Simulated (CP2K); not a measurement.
# Al (Pm-3m) in CP2K: further runs

The runs below take Al through relaxation of cell and atoms, with PBE, LDA.

Program: CP2K 2026.2. These are calculated values, not measurements. Logs are shortened: lines on timing, memory, paths and dates and some standing lists are left out, and cuts for length are marked.

## 1. The crystal as given

Symmetry: Pm-3m, No. 221, cubic system. Conventional cell: a = 2.722 Å, b = 2.722 Å, c = 2.722 Å, α = 90.00°, β = 90.00°, γ = 90.00°. Al (site symmetry m-3m) is surrounded by 6 Al at 2.72 Å.

The cell was built by a generator and needn't be a form met in nature.

## 2. Relaxation of cell and atoms, PBE

Contents of al_vcrelax.inp:

```
&GLOBAL
  PROJECT al_vcrelax
  RUN_TYPE CELL_OPT
  PRINT_LEVEL LOW
&END GLOBAL
&FORCE_EVAL
  METHOD QS
  STRESS_TENSOR ANALYTICAL
  &DFT
    BASIS_SET_FILE_NAME BASIS_MOLOPT_UZH
    POTENTIAL_FILE_NAME POTENTIAL_UZH
    &MGRID
      CUTOFF 675
      REL_CUTOFF 60
      NGRIDS 4
    &END MGRID
    &QS
      METHOD GPW
      EPS_DEFAULT 1.0E-9
      EXTRAPOLATION USE_PREV_P
    &END QS
    &KPOINTS
      SCHEME MONKHORST-PACK 7 7 7
      GAMMA_CENTERED T
    &END KPOINTS
    &SCF
      SCF_GUESS ATOMIC
      EPS_SCF 1.0E-6
      MAX_SCF 100
      ADDED_MOS 8
      CHOLESKY OFF
      EPS_EIGVAL 1.0E-7
      &DIAGONALIZATION ON
        ALGORITHM STANDARD
      &END DIAGONALIZATION
      &MIXING ON
        METHOD BROYDEN_MIXING
        ALPHA 0.4
        BETA 1.5
        NBUFFER 8
      &END MIXING
      &SMEAR ON
        METHOD FERMI_DIRAC
        ELECTRONIC_TEMPERATURE [K] 580.226
      &END SMEAR
    &END SCF
    &XC
      &XC_FUNCTIONAL PBE
      &END XC_FUNCTIONAL
    &END XC
    &PRINT
      &KPOINTS ON
      &END KPOINTS
      &MULLIKEN ON
        &EACH
          CELL_OPT 0
        &END EACH
        ADD_LAST NUMERIC
      &END MULLIKEN
      &MO ON
        ENERGIES T
        OCCUPATION_NUMBERS T
        &EACH
          QS_SCF 0
          CELL_OPT 0
        &END EACH
        ADD_LAST NUMERIC
      &END MO
    &END PRINT
  &END DFT
  &SUBSYS
    &CELL
      ABC 2.7217600000 2.7217600000 2.7217600000
      ALPHA_BETA_GAMMA 90.0000000000 90.0000000000 90.0000000000
      PERIODIC XYZ
    &END CELL
    &COORD
      SCALED
      Al  0.0000000000 0.0000000000 0.0000000000
    &END COORD
    &KIND Al
      BASIS_SET TZVP-MOLOPT-PBE-GTH-q3
      POTENTIAL GTH-PBE-q3
    &END KIND
    &PRINT
      &ATOMIC_COORDINATES ON
      &END ATOMIC_COORDINATES
      &CELL ON
      &END CELL
    &END PRINT
  &END SUBSYS
  &PRINT
    &FORCES ON
    &END FORCES
    &STRESS_TENSOR ON
    &END STRESS_TENSOR
  &END PRINT
&END FORCE_EVAL
&MOTION
  &CELL_OPT
    OPTIMIZER BFGS
    MAX_ITER 40
    MAX_FORCE [eV*angstrom^-1] 0.02
    RMS_FORCE [eV*angstrom^-1] 0.02
    MAX_DR 1.0E-2
    RMS_DR 1.0E-2
    EXTERNAL_PRESSURE [bar] 0.0
    PRESSURE_TOLERANCE [bar] 200
    KEEP_SPACE_GROUP T
  &END CELL_OPT
  &PRINT
    &TRAJECTORY ON
    &END TRAJECTORY
    &CELL ON
    &END CELL
    &FORCES ON
    &END FORCES
    &STRESS ON
    &END STRESS
    &RESTART OFF
    &END RESTART
    &RESTART_HISTORY OFF
    &END RESTART_HISTORY
  &END PRINT
&END MOTION
```

Potentials or basis: POTENTIAL_UZH Al GTH-PBE-q3; TZVP-MOLOPT-PBE-GTH basis.

Run with:

```console
OMP_NUM_THREADS=1 cp2k.psmp -i al_vcrelax.inp -o al_vcrelax.out
```

al_vcrelax.out:

```text

 CP2K| version string:                                       CP2K version 2026.2
 CP2K| Input file name                                            al_vcrelax.inp

 GLOBAL| Force Environment number                                              1
 GLOBAL| Basis set file name                                    BASIS_MOLOPT_UZH
 GLOBAL| Potential file name                                       POTENTIAL_UZH
 GLOBAL| MM Potential file name                                     MM_POTENTIAL
 GLOBAL| Coordinate file name                                      __STD_INPUT__
 GLOBAL| Method name                                                        CP2K
 GLOBAL| Project name                                                 al_vcrelax
 GLOBAL| Run type                                                       CELL_OPT
 GLOBAL| FFT library                                                       FFTW3
 GLOBAL| Diagonalization library                                       ScaLAPACK
[... 5 lines left out ...]
 GLOBAL| Total number of message passing processes                             1
 GLOBAL| Number of threads for this process                                    1
 GLOBAL| CPU model name                                                  UNKNOWN

 CELL| Volume [angstrom^3]:                                            20.162737
 CELL| Vector a [angstrom]:       2.722     0.000     0.000   |a| =     2.721760
 CELL| Vector b [angstrom]:       0.000     2.722     0.000   |b| =     2.721760
 CELL| Vector c [angstrom]:       0.000     0.000     2.722   |c| =     2.721760
 CELL| Angle (b,c), alpha [degree]:                                    90.000000
 CELL| Angle (a,c), beta  [degree]:                                    90.000000
 CELL| Angle (a,b), gamma [degree]:                                    90.000000
 CELL| Numerically orthorhombic:                                             YES
 CELL| Periodicity                                                           XYZ

 CELL_REF| Volume [angstrom^3]:                                        20.162737
 CELL_REF| Vector a [angstrom     2.722     0.000     0.000   |a| =     2.721760
 CELL_REF| Vector b [angstrom     0.000     2.722     0.000   |b| =     2.721760
 CELL_REF| Vector c [angstrom     0.000     0.000     2.722   |c| =     2.721760
 CELL_REF| Angle (b,c), alpha [degree]:                                90.000000
 CELL_REF| Angle (a,c), beta  [degree]:                                90.000000
 CELL_REF| Angle (a,b), gamma [degree]:                                90.000000
 CELL_REF| Numerically orthorhombic:                                         YES
 CELL_REF| Periodicity                                                       XYZ

[... 8 lines left out ...]
 TOTAL NUMBERS AND MAXIMUM NUMBERS

  Total number of            - Atomic kinds:                                   1
                             - Atoms:                                          1
                             - Shell sets:                                     1
                             - Shells:                                         7
[... 430 lines left out ...]
 OPT| Optimization method                                                   BFGS
 OPT| Total energy [hartree]                                       -2.0588287222
 OPT| Internal pressure [bar]                                       6.9098549926
 OPT| Effective energy change [hartree]                            -0.0000012507
 OPT| Predicted energy change [hartree]                            -0.0000012534
 OPT| Scaling factor                                                0.0000000000
 OPT| Step size                                                     0.0052583661
 OPT| Trust radius                                                  0.4724315332
 OPT| Decrease in energy                                                     YES
 OPT|
 OPT| Maximum step size                                             0.0052583661
 OPT| Convergence limit for maximum step size                       0.0100000000
 OPT| Maximum step size is converged                                         YES
 OPT|
 OPT| RMS step size                                                 0.0030359191
 OPT| Convergence limit for RMS step size                           0.0100000000
 OPT| RMS step size is converged                                             YES
 OPT|
 OPT| Maximum gradient                                              0.0000006200
 OPT| Convergence limit for maximum gradient                        0.0003889381
 OPT| Maximum gradient is converged                                          YES
 OPT|
 OPT| RMS gradient                                                  0.0000003580
 OPT| Convergence limit for RMS gradient                            0.0003889381
 OPT| RMS gradient is converged                                              YES
 OPT|
 OPT| Pressure deviation [bar]                                      6.9098549926
 OPT| Pressure tolerance [bar]                                    200.0000000000
 OPT| Pressure is converged                                                  YES
 OPT| **************************************************************************

 *******************************************************************************
 ***                    GEOMETRY OPTIMIZATION COMPLETED                      ***
 *******************************************************************************

 write_final_structure: Optimization converged, writing XYZ file gladly:
  al_vcrelax-FINAL-1_2.xyz

 write_final_structure: Optimization converged, writing CIF file gladly:
  al_vcrelax-FINAL-1_2.cif

 write_final_structure: Done!

                    Reevaluating energy at the minimum

 CELL| Volume [angstrom^3]:                                            20.099036
 CELL| Vector a [angstrom]:       2.719     0.000     0.000   |a| =     2.718891
 CELL| Vector b [angstrom]:       0.000     2.719     0.000   |b| =     2.718891
 CELL| Vector c [angstrom]:       0.000     0.000     2.719   |c| =     2.718891
 CELL| Angle (b,c), alpha [degree]:                                    90.000000
 CELL| Angle (a,c), beta  [degree]:                                    90.000000
 CELL| Angle (a,b), gamma [degree]:                                    90.000000
 CELL| Numerically orthorhombic:                                             YES
 CELL| Periodicity                                                           XYZ
[... 244 lines left out ...]
 MO|
 MO|  Index      Eigenvalue [a.u.]        Eigenvalue [eV]             Occupation
 MO|      1               0.141384               3.847241               2.000000
 MO|      2               0.220037               5.987510               0.000000
 MO|      3               0.263233               7.162927               0.000000
 MO|      4               0.422645              11.500754               0.000000
 MO|      5               0.487719              13.271509               0.000000
 MO|      6               0.587683              15.991662               0.000000
 MO|      7               0.619162              16.848244               0.000000
 MO|      8               1.157513              31.497531               0.000000
 MO|      9               1.281822              34.880154               0.000000
 MO|     10               1.404360              38.214581               0.000000
 MO| Sum:                                                               2.000000
 MO| E(Fermi):            0.182423 a.u.          4.963977 eV

 [... the levels of further k-points ...]

 !-----------------------------------------------------------------------------!
                     Mulliken Population Analysis

 #  Atom  Element  Kind  Atomic population                           Net charge
       1     Al       1          3.000000                             -0.000000
 # Total charge                              3.000000                 -0.000000

 !-----------------------------------------------------------------------------!

 ENERGY| Total FORCE_EVAL ( QS ) energy [hartree]             -2.058828406117182
```

Wall time 29 s (1 thread of Arm Neoverse V1, shared host); peak memory 0.23 GiB.

Results:

```yaml
Free_energy: -56.0236 eV
Relaxed_volume: 20.10 Å³/atom
Relaxed_cell: a = 2.719 Å, b = 2.719 Å, c = 2.719 Å, α = 90.00°, β = 90.00°, γ = 90.00°
Space_group_after_relaxing_to_0.05_Å: Pm-3m (No. 221)
Energy_gained_by_relaxing: 0.0 meV/atom
Ionic_steps: 4
Pressure_after_relaxing: 0.0 GPa
Band_gap_on_the_k_mesh: none (metal or under the smearing width)
```

Final structure:
```
Al
1.0
     2.71889    0.00000    0.00000
     0.00000    2.71889    0.00000
     0.00000    0.00000    2.71889
Al
1
Direct
  0.00000 0.00000 0.00000
```

Levels at points of the mesh, in eV from the Fermi level:
| k point | band 1 | band 2 | band 3 | band 4 | band 5 | band 6 | band 7 |
| --- | --- | --- | --- | --- | --- | --- | --- |
| (0.00, 0.00, 0.00) | -9.66 | 8.76 | 8.76 | 9.07 | 9.07 | 9.07 | 16.59 |

Caveat: the basis of atomic orbitals isn't converged, which shifts pressures, moduli and gaps.

## 3. Relaxation of cell and atoms, LDA

Changes to al_vcrelax.inp since step 2:

```diff
@@ -47,3 +47,7 @@
     &XC
-      &XC_FUNCTIONAL PBE
+      &XC_FUNCTIONAL
+        &LDA_X
+        &END LDA_X
+        &LDA_C_PW
+        &END LDA_C_PW
       &END XC_FUNCTIONAL
```

Potentials or basis: POTENTIAL_UZH Al GTH-PBE-q3; TZVP-MOLOPT-PBE-GTH basis.

Run with:

```console
OMP_NUM_THREADS=1 cp2k.psmp -i al_vcrelax.inp -o al_vcrelax.out
```

Run time: 27 s. Hardware: 1 thread of Arm Neoverse V1, shared host; peak memory 0.23 GiB.

Results (log left out):

* Free energy: -55.9660 eV
* Relaxed volume: 20.11 Å³/atom
* Relaxed cell: a = 2.719 Å, b = 2.719 Å, c = 2.719 Å, α = 90.00°, β = 90.00°, γ = 90.00°
* Space group after relaxing (to 0.05 Å): Pm-3m (No. 221)
* Energy gained by relaxing: 0.0 meV/atom
* Ionic steps: 4
* Pressure after relaxing: 0.0 GPa
* Band gap on the k mesh: none (metal or under the smearing width)

Final structure:
```
Al
1.0
     2.71919    0.00000    0.00000
     0.00000    2.71919    0.00000
     0.00000    0.00000    2.71919
Al
1
Direct
  0.00000 0.00000 0.00000
```

Levels at points of the mesh, in eV from the Fermi level:
| k point | band 1 | band 2 | band 3 | band 4 | band 5 | band 6 |
| --- | --- | --- | --- | --- | --- | --- |
| (0.00, 0.00, 0.00) | -9.66 | 8.77 | 8.77 | 9.06 | 9.06 | 9.06 |

Caveat: the potentials were made for another functional, which shifts forces and pressure; the basis of atomic orbitals isn't converged, which shifts pressures, moduli and gaps.
